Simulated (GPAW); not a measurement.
## A GW chain in GPAW: KCl (Sylvite)

Wanted: ground state, empty states, screening and self-energy for KCl (Sylvite).

Calculated with GPAW 26.7.0; PBE and many-body steps on it, plane waves.

## (1) The starting structure

It takes space group Fm-3m (No. 225, cubic). Conventional cell: a = 6.293 Å, b = 6.293 Å, c = 6.293 Å, α = 90.00°, β = 90.00°, γ = 90.00°. Nearest to K lie 6 Cl at 3.15 Å. Nearest to Cl lie 6 K at 3.15 Å. Farther neighbours and most contacts between anions are not listed.

The cell and positions come from the Crystallography Open Database and are kept as given unless a step says otherwise.

## (2) Ground state

This step: GPAW 26.7.0; DFT, PBE, plane waves, PAW.

The ground-state density comes first.

Input file run.py:

```python
import json
import numpy as np
from gpaw.mpi import world
from ase import Atoms
from gpaw import GPAW, PW, FermiDirac

atoms = Atoms(['K', 'Cl'],
    cell=[[0.0000000000, 3.1464700000, 3.1464700000],
      [3.1464700000, 0.0000000000, 3.1464700000],
      [3.1464700000, 3.1464700000, 0.0000000000]],
    scaled_positions=[[0.0000000000, 0.0000000000, 0.0000000000],
      [0.5000000000, 0.5000000000, 0.5000000000]],
    pbc=(True, True, True))
calc = GPAW(mode=PW(450),
    xc='PBE',
    kpts={'size': (6, 6, 6), 'gamma': True},
    occupations=FermiDirac(0.001),
    nbands=-7,
    convergence={'density': 1e-6, 'bands': -3},
    maxiter=100,
    txt='gs.txt')
atoms.calc = calc
res = {'energy': atoms.get_potential_energy()}
kpts = calc.get_ibz_k_points()
res['kpts'] = kpts
res['eigenvalues'] = [calc.get_eigenvalues(kpt=k) for k in range(len(kpts))]
res['n_electrons'] = calc.get_number_of_electrons()
calc.write('gs.gpw')

if world.rank == 0:
    with open('result.json', 'w') as f:
        json.dump(res, f, default=lambda x: x.tolist())
```

Command:

```
$ mpirun -n 8 gpaw python run.py
```

Numbers of over 12 decimals in the logs are rounded to 6 here.

The program printed:

```text
__  _  _
 | _ |_)|_||  |
 |__||  | ||/\| - 26.7.0

Input parameters:
  mode=PW(ecut=450.000000),
  convergence={'density': 1e-06, 'bands': -3},
  kpts=MonkhorstPack(size=(6, 6, 6), gamma=True),
  maxiter=100,
  nbands=-7,
  occupations=Occupations(name='fermi-dirac', width=0.001, fixmagmom=False),
  xc=XC(name='PBE')
  [... matrices ...]
Diagonalizing LCAO Hamiltonian
Converting LCAO to pw mode

                 Cl

       K

Atoms  # Å, Bohr magnetons
|   | symbol |        x |        y |        z |    initial magnetic moments |
| 0 |      K | 0.000000 | 0.000000 | 0.000000 | ( 0.0000,  0.0000,  0.0000) |
| 1 |     Cl | 3.146470 | 3.146470 | 3.146470 | ( 0.0000,  0.0000,  0.0000) |

Unit cell  # Å
| periodic |        x |        y |        z |  lengths |    angles |
|      yes | 0.000000 | 3.146470 | 3.146470 | 4.449781 | 60.000000 |
|      yes | 3.146470 | 0.000000 | 3.146470 | 4.449781 | 60.000000 |
|      yes | 3.146470 | 3.146470 | 0.000000 | 4.449781 | 60.000000 |

Number of symmetries: 48
Symmetry operations  # r_c * U_cc + t_c -> r_c
|    | kind |            matrix            |
|  0 |  σ   |  1, 0, 0,  1, 0,-1,  1,-1, 0 |
|  1 |  C2  |  1, 0, 0,  1,-1, 0,  1, 0,-1 |
|  2 |  E   |  1, 0, 0,  0, 1, 0,  0, 0, 1 |
|  3 |  σ   |  1, 0, 0,  0, 0, 1,  0, 1, 0 |
|  4 |  C4  |  1, 0,-1,  1, 0, 0,  1,-1, 0 |
|  5 |  S6  |  1, 0,-1,  1,-1, 0,  1, 0, 0 |
|  6 |  σ   |  1, 0,-1,  0, 1,-1,  0, 0,-1 |
|  7 |  C3  |  1, 0,-1,  0, 0,-1,  0, 1,-1 |
|  8 |  S6  |  1,-1, 0,  1, 0, 0,  1, 0,-1 |
|  9 |  C4  |  1,-1, 0,  1, 0,-1,  1, 0, 0 |
| 10 |  C3  |  1,-1, 0,  0,-1, 1,  0,-1, 0 |
| 11 |  σ   |  1,-1, 0,  0,-1, 0,  0,-1, 1 |
| 12 |  σ   |  0, 1, 0,  1, 0, 0,  0, 0, 1 |
| 13 |  C4  |  0, 1, 0,  0, 1,-1, -1, 1, 0 |
| 14 |  C3  |  0, 1, 0,  0, 0, 1,  1, 0, 0 |
| 15 |  S6  |  0, 1, 0, -1, 1, 0,  0, 1,-1 |
| 16 |  C2  |  0, 1,-1,  1, 0,-1,  0, 0,-1 |
| 17 |  σ   |  0, 1,-1,  0, 1, 0, -1, 1, 0 |
| 18 |  S4  |  0, 1,-1,  0, 0,-1,  1, 0,-1 |
| 19 |  C4  |  0, 1,-1, -1, 1, 0,  0, 1, 0 |
| 20 |  C3  |  0, 0, 1,  1, 0, 0,  0, 1, 0 |
| 21 |  σ   |  0, 0, 1,  0, 1, 0,  1, 0, 0 |
| 22 |  S6  |  0, 0, 1,  0,-1, 1, -1, 0, 1 |
| 23 |  C4  |  0, 0, 1, -1, 0, 1,  0,-1, 1 |
| 24 |  S4  |  0, 0,-1,  1, 0,-1,  0, 1,-1 |
| 25 |  C3  |  0, 0,-1,  0, 1,-1,  1, 0,-1 |
| 26 |  C2  |  0, 0,-1,  0,-1, 0, -1, 0, 0 |
| 27 |  S6  |  0, 0,-1, -1, 0, 0,  0,-1, 0 |
| 28 |  S4  |  0,-1, 1,  1,-1, 0,  0,-1, 0 |
| 29 |  C4  |  0,-1, 1,  0, 0, 1, -1, 0, 1 |
| 30 |  C2  |  0,-1, 1,  0,-1, 0,  1,-1, 0 |
| 31 |  σ   |  0,-1, 1, -1, 0, 1,  0, 0, 1 |
| 32 |  C3  |  0,-1, 0,  1,-1, 0,  0,-1, 1 |
| 33 |  S6  |  0,-1, 0,  0, 0,-1, -1, 0, 0 |
| 34 |  S4  |  0,-1, 0,  0,-1, 1,  1,-1, 0 |
| 35 |  C2  |  0,-1, 0, -1, 0, 0,  0, 0,-1 |
| 36 |  C2  | -1, 1, 0,  0, 1, 0,  0, 1,-1 |
| 37 |  S6  | -1, 1, 0,  0, 1,-1,  0, 1, 0 |
| 38 |  S4  | -1, 1, 0, -1, 0, 1, -1, 0, 0 |
| 39 |  C3  | -1, 1, 0, -1, 0, 0, -1, 0, 1 |
| 40 |  S6  | -1, 0, 1,  0, 0, 1,  0,-1, 1 |
| 41 |  C2  | -1, 0, 1,  0,-1, 1,  0, 0, 1 |
| 42 |  C3  | -1, 0, 1, -1, 1, 0, -1, 0, 0 |
| 43 |  S4  | -1, 0, 1, -1, 0, 0, -1, 1, 0 |
| 44 |  C2  | -1, 0, 0,  0, 0,-1,  0,-1, 0 |
| 45 |  i   | -1, 0, 0,  0,-1, 0,  0, 0,-1 |
| 46 |  σ   | -1, 0, 0, -1, 1, 0, -1, 0, 1 |
| 47 |  C2  | -1, 0, 0, -1, 0, 1, -1, 1, 0 |

BZ-sampling:
  Number of BZ points: 216
  Number of IBZ points: 16

  Monkhorst-Pack size: [6, 6, 6]
  Monkhorst-Pack shift: [0.083333, 0.083333, 0.083333]

K-points  # in reciprocal-cell coordinates
|     |                                coordinates |     weight |
|   0 | (  0.00000000,   0.00000000,   0.00000000) | 0.00462963 |
|   1 | (  0.16666667,   0.16666667,   0.00000000) | 0.02777778 |
|   2 | (  0.16666667,   0.16666667,   0.16666667) | 0.03703704 |
|   3 | (  0.33333333,   0.16666667,   0.16666667) | 0.05555556 |
|   4 | (  0.33333333,   0.33333333,  -0.33333333) | 0.05555556 |
|   5 | (  0.33333333,   0.33333333,   0.00000000) | 0.02777778 |
|   6 | (  0.33333333,   0.33333333,   0.16666667) | 0.11111111 |
|   7 | (  0.33333333,   0.33333333,   0.33333333) | 0.03703704 |
|   8 | (  0.50000000,   0.33333333,  -0.33333333) | 0.11111111 |
|   9 | (  0.50000000,   0.33333333,  -0.16666667) | 0.05555556 |
| ... |                                            |            |
|  15 | (  0.50000000,   0.50000000,   0.50000000) | 0.01851852 |

Plane wave coefficients: 1363
Cutoff: 450.000000 eV

Spin-components: 1 (collinear spins)
Bands:           15
Projectors:      10
Spin-degeneracy: 2
Datatype:        complex128

  Storage: CPU
  Wave functions: 5_233_920 bytes (654_240 per core)
  Projectors: 7_327_488 bytes (915_936 per core)
  [... matrices ...]
Parallelization:
  kpt:    8
  domain: 1
  band:   1

Density:
  Valence electrons: 16.0
  Components: 1
  Grid points: [24 24 24]
  Charge: 0.0  # |e|

Potential:
  Grid points: [24 24 24]

species:
  K:
    name:    Potassium
    Z:       19.0
    valence: 9
    core:    10
    charge:  0.0  # [|e|]
    compensation charges:
      type: gauss
      rc: 0.35  # [Å]
      lmax: 2
    cutoffs:
      filter: 1.91  # [Å]
      core: 1.27  # [Å]
    projectors
    | kind |    occ | energy [eV] | rcut [Å] |
    |   3s |  2.000 |     -35.338 |    1.122 |
    |   4s |  1.000 |      -2.319 |    1.122 |
    |   3p |  6.000 |     -18.813 |    1.106 |
    |    p |        |       8.398 |    1.106 |
    |    d |        |       0.000 |    0.937 |

    Using partial waves for K as LCAO basis

  Cl:
    name:    Chlorine
    Z:       17.0
    valence: 7
    core:    10
    charge:  0.0  # [|e|]
    compensation charges:
      type: gauss
      rc: 0.25  # [Å]
      lmax: 2
    cutoffs:
      filter: 1.40  # [Å]
      core: 1.49  # [Å]
    projectors
    | kind |    occ | energy [eV] | rcut [Å] |
    |   3s |  2.000 |     -20.689 |    0.794 |
    |   3p |  5.000 |      -8.594 |    0.794 |
    |    s |        |       6.523 |    0.794 |
    |    p |        |      18.617 |    0.794 |
    |    d |        |       0.000 |    0.794 |

    Using partial waves for Cl as LCAO basis

Reference energy: -28937.202614  # eV

eigensolver:
  PPCG
  Converge bands: -3
  niter=2

density mixing:
  MSR1-Mixer
  Pratt-step length: 0.05
  Maximum mixing coefficient: 0.75
  Old densities: 10
  SVD Regularization: 0.005
  Good broyden scale: 1.0
  Trust region scale: 1.0
  Backstep threshold: 4.0
  History deletion threshold: 6.0
  Fourier metric: weight=20.0, sigma=0.015

occupation numbers:
  Fermi-Dirac:
    width: 0.0010  # eV

poisson solver:
  ecut: 3600.000000  # eV

xc functional:
  name: PBE with 2 nearest neighbor stencil

Initialization done in: 1.335 s

convergence criteria:
- Maximum integral of absolute [dens]ity change: 1e-06 electrons / valence electron
- Maximum [total energy] change in last 3 cyles: 0.0005 eV / valence electron
- Maximum integral of absolute [eigenst]ate change: 4e-08 eV^2 / valence electron
maximum number of iterations: 100

SCF iterations
|iter     |     time |      energy | eigst |  dens |
|iter:   1|  |   -7.120630 | +1.71 |       |
|iter:   2|  |   -7.081564 | +0.64 | -1.28 |
|iter:   3|  |   -6.927473 | -0.06 | -1.32 |
|iter:   4|  |   -6.932597 | -0.73 | -1.71 |
|iter:   5|  |   -6.935288c| -1.22 | -2.08 |
|iter:   6|  |   -6.935449c| -1.97 | -2.85 |
|iter:   7|  |   -6.935464c| -2.54 | -3.49 |
|iter:   8|  |   -6.935466c| -2.98 | -4.12 |
|iter:   9|  |   -6.935466c| -3.53 | -5.10 |
|iter:  10|  |   -6.935466c| -3.83 | -5.48 |
|iter:  11|  |   -6.935466c| -4.31 | -6.74c|
|iter:  12|  |   -6.935466c| -4.65 | -7.20c|
|iter:  13|  |   -6.935466c| -4.97 | -8.03c|
|iter:  14|  |   -6.935466c| -5.39 | -8.94c|
|iter:  15|  |   -6.935466c| -5.75 | -9.41c|
|iter:  16|  |   -6.935466c| -6.26 | -9.85c|
|iter:  17|  |   -6.935466c| -6.64 |-10.48c|
|iter:  18|  |   -6.935466c| -7.06 |-10.66c|
|iter:  19|  |   -6.935466c| -7.41c|-10.83c|

Converged in 19 steps
SCF loop duration: 3.037 s (0.160 s/step)
Energy contributions relative to reference atoms: (reference = -28937.202614)
  [... matrices ...]
Energy contributions:
  Kinetic:           3.968175
  Coulomb:          -3.230565
  Zero:             -0.644844
  External:          0.000000
  Xc:               -7.028232
  Entropy:          -0.000000
  Spinorbit:         0.000000
  ----------------------------
  Free energy:      -6.935466
  Extrapolated:     -6.935466

dipole moment: (-22.928606, -22.928606, -22.928606)  # |e|*Ang

Fermi level: 1.678
Eigenvalues  # (at kpt = [0.000, 0.000, 0.000])
| band index |      eig [eV] | occ [0-2] |
|          0 |       -27.499 |     2.000 |
|          1 |       -12.441 |     2.000 |
|          2 |       -10.991 |     2.000 |
|          3 |       -10.991 |     2.000 |
|          4 |       -10.991 |     2.000 |
|          5 |        -0.329 |     2.000 |
|          6 |        -0.329 |     2.000 |
|          7 |        -0.329 |     2.000 |
|          8 |         4.865 |     0.000 |
|          9 |         8.030 |     0.000 |
|         10 |         8.030 |     0.000 |
|         11 |         8.030 |     0.000 |
|         12 |         8.879 |     0.000 |
|         13 |         8.879 |     0.000 |
|         14 |        12.646 |     0.000 |

Gap: 5.194 eV
Transition (v -> c):
  (s=0, k=0, n=7, [0.00, 0.00, 0.00]) -> (s=0, k=0, n=8, [0.00, 0.00, 0.00])
No difference between direct/indirect transitions
# Writing to gs.gpw (mode='')
  [... matrices ...]
```

Run time: 6.7 s. Hardware: 8 MPI ranks of Arm Neoverse V1, shared host; peak memory 1.2 GiB.

Numbers from this step:

- total energy: -6.935 eV
- gap: 5.194 eV
- k of the valence top: 0, 0, 0
- k of the conduction bottom: 0, 0, 0
- least direct gap: 5.194 eV

The gap is direct, at Γ.

## (3) Bands along the symmetry lines

Levels along a band path, at the cheap level, show where the edges lie and whether the meshes to come will hold them.

Input file run.py:

```python
import json
import numpy as np
from gpaw.mpi import world
from gpaw import GPAW

path = [[0.000000, 0.000000, 0.000000],
    [0.062500, 0.000000, 0.062500],
    [0.125000, 0.000000, 0.125000],
    [0.187500, 0.000000, 0.187500],
    [0.250000, 0.000000, 0.250000],
    [0.312500, 0.000000, 0.312500],
    [0.375000, 0.000000, 0.375000],
    [0.437500, 0.000000, 0.437500],
    [0.500000, 0.000000, 0.500000],
    [0.515625, 0.031250, 0.515625],
    [0.531250, 0.062500, 0.531250],
    [0.546875, 0.093750, 0.546875],
    [0.562500, 0.125000, 0.562500],
    [0.578125, 0.156250, 0.578125],
    [0.593750, 0.187500, 0.593750],
    [0.609375, 0.218750, 0.609375],
    [0.625000, 0.250000, 0.625000],
    [0.375000, 0.375000, 0.750000],
    [0.328125, 0.328125, 0.656250],
    [0.281250, 0.281250, 0.562500],
    [0.234375, 0.234375, 0.468750],
    [0.187500, 0.187500, 0.375000],
    [0.140625, 0.140625, 0.281250],
    [0.093750, 0.093750, 0.187500],
    [0.046875, 0.046875, 0.093750],
    [0.000000, 0.000000, 0.000000],
    [0.062500, 0.062500, 0.062500],
    [0.125000, 0.125000, 0.125000],
    [0.187500, 0.187500, 0.187500],
    [0.250000, 0.250000, 0.250000],
    [0.312500, 0.312500, 0.312500],
    [0.375000, 0.375000, 0.375000],
    [0.437500, 0.437500, 0.437500],
    [0.500000, 0.500000, 0.500000],
    [0.500000, 0.468750, 0.531250],
    [0.500000, 0.437500, 0.562500],
    [0.500000, 0.406250, 0.593750],
    [0.500000, 0.375000, 0.625000],
    [0.500000, 0.343750, 0.656250],
    [0.500000, 0.312500, 0.687500],
    [0.500000, 0.281250, 0.718750],
    [0.500000, 0.250000, 0.750000],
    [0.500000, 0.218750, 0.718750],
    [0.500000, 0.187500, 0.687500],
    [0.500000, 0.156250, 0.656250],
    [0.500000, 0.125000, 0.625000],
    [0.500000, 0.093750, 0.593750],
    [0.500000, 0.062500, 0.562500],
    [0.500000, 0.031250, 0.531250],
    [0.500000, 0.000000, 0.500000]]
calc = GPAW('gs.gpw').fixed_density(kpts=path,
    symmetry='off',
    nbands=18,
    convergence={'bands': 14},
    txt='bands.txt')
res = {}
kpts = calc.get_ibz_k_points()
res['kpts'] = kpts
res['eigenvalues'] = [calc.get_eigenvalues(kpt=k) for k in range(len(kpts))]
res['n_electrons'] = calc.get_number_of_electrons()

if world.rank == 0:
    with open('result.json', 'w') as f:
        json.dump(res, f, default=lambda x: x.tolist())
```

Command:

```
$ mpirun -n 8 gpaw python run.py
```

The program printed:

```text
Diagonalizing LCAO Hamiltonian
Converting LCAO to pw mode
convergence criteria:
- Maximum integral of absolute [eigenst]ate change: 4e-08 eV^2 / valence electron
maximum number of iterations: 100

SCF iterations
|iter     |     time |      energy | eigst |  dens |
|iter:   1|  |             | +2.19 |       |
|iter:   2|  |             | +1.22 |       |
|iter:   3|  |             | +0.31 |       |
[...]
|iter:  10|  |             | -6.04 |       |
|iter:  11|  |             | -6.79 |       |
|iter:  12|  |             | -7.47c|       |
SCF steps: 12
  __  _  _
 | _ |_)|_||  |
 |__||  | ||/\| - 26.7.0

Input parameters:
  mode=PW(ecut=450.000000),
  convergence={'bands': 14},
  gpts=array([24, 24, 24]),
  kpts=KPoints(kpts=array([[0.      , 0.      , 0.      ],
         [0.0625  , 0.      , 0.0625  ],
         [0.125   , 0.      , 0.125   ],
         [0.1875  , 0.      , 0.1875  ],
[...]
[0.515625, 0.03125 , 0.515625],
[...]
[0.546875, 0.09375 , 0.546875],
[...]
[0.578125, 0.15625 , 0.578125],
[...]
[0.609375, 0.21875 , 0.609375],
[...]
[0.328125, 0.328125, 0.65625 ],
[...]
[0.234375, 0.234375, 0.46875 ],
[...]
[0.140625, 0.140625, 0.28125 ],
[...]
[0.046875, 0.046875, 0.09375 ],
[...]
[0.5     , 0.0625  , 0.5625  ],
         [0.5     , 0.03125 , 0.53125 ],
         [0.5     , 0.      , 0.5     ]])),
  maxiter=100,
  nbands=18,
  occupations=Occupations(name='fermi-dirac', width=0.001, fixmagmom=False),
  parallel={},
  symmetry=Symmetry(point_group=False, time_reversal=False),
  xc=XC(name='PBE')
  [... matrices ...]
timing:  # [seconds]
  Total: 0.042  # ━━━━━━━━━━━━━━━━━━━━━━━━━━━━━━━━━━━━━━━━━━━━━━━━━━━━━━━━━━━
```

The job ended after 8.1 s (8 MPI ranks; peak memory 1.3 GiB; 63 s of CPU time).

Numbers from this step:

```
gap                        : 5.194 eV
k of the valence top       : 0, 0, 0
k of the conduction bottom : 0, 0, 0
least direct gap           : 5.194 eV
```

The gap is 5.194 eV, as in the run before at this level.

The electronic bands at the labelled points (eV, zero at the top of the highest filled band; v1 is the highest filled band, c1 the lowest empty one):

| point | v4 | v3 | v2 | v1 | c1 | c2 | c3 | c4 |
| --- | --- | --- | --- | --- | --- | --- | --- | --- |
| Γ | -10.66 | 0.00 | 0.00 | 0.00 | 5.19 | 8.36 | 8.36 | 8.36 |
| halfway | -10.59 | -0.63 | -0.13 | -0.13 | 6.65 | 7.24 | 9.64 | 9.82 |
| X | -10.72 | -0.66 | -0.22 | -0.22 | 6.53 | 8.34 | 10.06 | 10.16 |
| halfway | -10.68 | -0.63 | -0.32 | -0.24 | 6.74 | 8.60 | 9.70 | 10.33 |
| U | -10.61 | -0.56 | -0.55 | -0.29 | 7.27 | 9.06 | 9.30 | 10.05 |
| jump to K | -10.61 | -0.56 | -0.55 | -0.29 | 7.27 | 9.06 | 9.30 | 10.05 |
| halfway | -10.51 | -0.69 | -0.24 | -0.20 | 6.89 | 7.97 | 9.18 | 9.84 |
| Γ | -10.66 | 0.00 | 0.00 | 0.00 | 5.19 | 8.36 | 8.36 | 8.36 |
| halfway | -10.54 | -0.58 | -0.17 | -0.17 | 6.45 | 8.15 | 9.10 | 9.10 |
| L | -10.42 | -1.05 | -0.32 | -0.32 | 7.58 | 8.60 | 10.47 | 10.47 |
| halfway | -10.51 | -0.84 | -0.40 | -0.33 | 7.84 | 8.34 | 10.04 | 10.12 |
| W | -10.57 | -0.48 | -0.47 | -0.47 | 8.03 | 8.03 | 9.44 | 9.84 |
| halfway | -10.64 | -0.61 | -0.36 | -0.31 | 6.95 | 8.80 | 9.33 | 10.30 |
| X | -10.72 | -0.66 | -0.22 | -0.22 | 6.53 | 8.34 | 10.06 | 10.16 |

The electronic bands as a text plot (rows in eV, shown from -8.0 to 9.2 only):

```
    8.8 |+ ++          +++++    +++++ ++ ++++   +++++       +++
    8.1 |++++      ++++     ++++++++++++++++++++     +++++++   ++
    7.4 |    ++++++      +++  ++               +++++++     ++
    6.7 |     +++++++++++       +           +++              ++++
    6.0 |  +++                   ++++      +
    5.3 |++                          ++++++
    4.5 |
    3.8 |
    3.1 |
    2.4 |
    1.7 |
    1.0 |
    0.2 |*****                     *********
   -0.5 |  **************************    ************************
   -1.2 |                                      ********
   -1.9 |
   -2.6 |
   -3.3 |
   -4.1 |
   -4.8 |
   -5.5 |
   -6.2 |
   -6.9 |
   -7.6 |
         Γ           X  U|K            Γ         L        W     X
```

## (4) Empty states on the mesh, 4×4×4 mesh, 269 bands

The sums over transitions need many empty states on a uniform mesh; this step solves for them.

Input file run.py:

```python
import json
import numpy as np
from gpaw.mpi import world
from gpaw import GPAW

calc = GPAW('gs.gpw').fixed_density(kpts={'size': (4, 4, 4), 'gamma': True},
    parallel={'domain': 1, 'band': 1},
    txt='nscf.txt')
calc.diagonalize_full_hamiltonian(nbands=269)
calc.write('full.gpw', mode='all')
res = {}
kpts = calc.get_ibz_k_points()
res['kpts'] = kpts
res['eigenvalues'] = [calc.get_eigenvalues(kpt=k) for k in range(len(kpts))]
res['n_electrons'] = calc.get_number_of_electrons()

if world.rank == 0:
    with open('result.json', 'w') as f:
        json.dump(res, f, default=lambda x: x.tolist())
```

Command:

```
$ mpirun -n 8 gpaw python run.py
```

The program printed:

```text
Diagonalizing LCAO Hamiltonian
Converting LCAO to pw mode
convergence criteria:
- Maximum integral of absolute [eigenst]ate change: 4e-08 eV^2 / valence electron
maximum number of iterations: 100

SCF iterations
|iter     |     time |      energy | eigst |  dens |
|iter:   1|  |             | +1.68 |       |
|iter:   2|  |             | +0.79 |       |
|iter:   3|  |             | -0.09 |       |
[...]
|iter:  25|  |             | -7.21 |       |
|iter:  26|  |             | -7.35 |       |
|iter:  27|  |             | -7.49c|       |
SCF steps: 27
  __  _  _
 | _ |_)|_||  |
 |__||  | ||/\| - 26.7.0

Input parameters:
  mode=PW(ecut=450.000000),
  convergence={'density': 1e-06, 'bands': -3},
  gpts=array([24, 24, 24]),
  kpts=MonkhorstPack(size=(4, 4, 4), gamma=True),
  maxiter=100,
  nbands=15,
  occupations=Occupations(name='fermi-dirac', width=0.001, fixmagmom=False),
  parallel={'domain': 1, 'band': 1},
  xc=XC(name='PBE')
Matrix size: 1363x1363
# Writing to full.gpw (mode='all')
  [... matrices ...]

timing:  # [seconds]
  Total: 3.810  # ━━━━━━━━━━━━━━━━━━━━━━━━━━━━━━━━━━━━━━━━━━━━━━━━━━━━━━━━━━━
```

Elapsed: 8.9 s, on 8 MPI ranks; peak memory 2.1 GiB.

Numbers from this step:

- gap: 5.194 eV
- k of the valence top: 0, 0, 0
- k of the conduction bottom: 0, 0, 0
- least direct gap: 5.194 eV
- k points computed: 8
- lowest point of the top converged band, above the valence top: 144.1487 eV

On this mesh the gap is 5.194 eV.

(Part 1 of 2 ends here.)

[Paths, hosts, dates, memory and timing lines, banners, echoed tables and standing remarks are left out of the program output.]

[Logs are printed without paths, hosts, clocks, repeated set-up lines and the standing remarks that a program may print on its own settings, such as how far it seeks lower states.]

[Runs of the session that timed out or met a known fault of the program may be left out.]

[Hosts, paths, dates, database ids (printed as entryN), source tags and the programs' standing remarks are cut or masked in the printed files.]
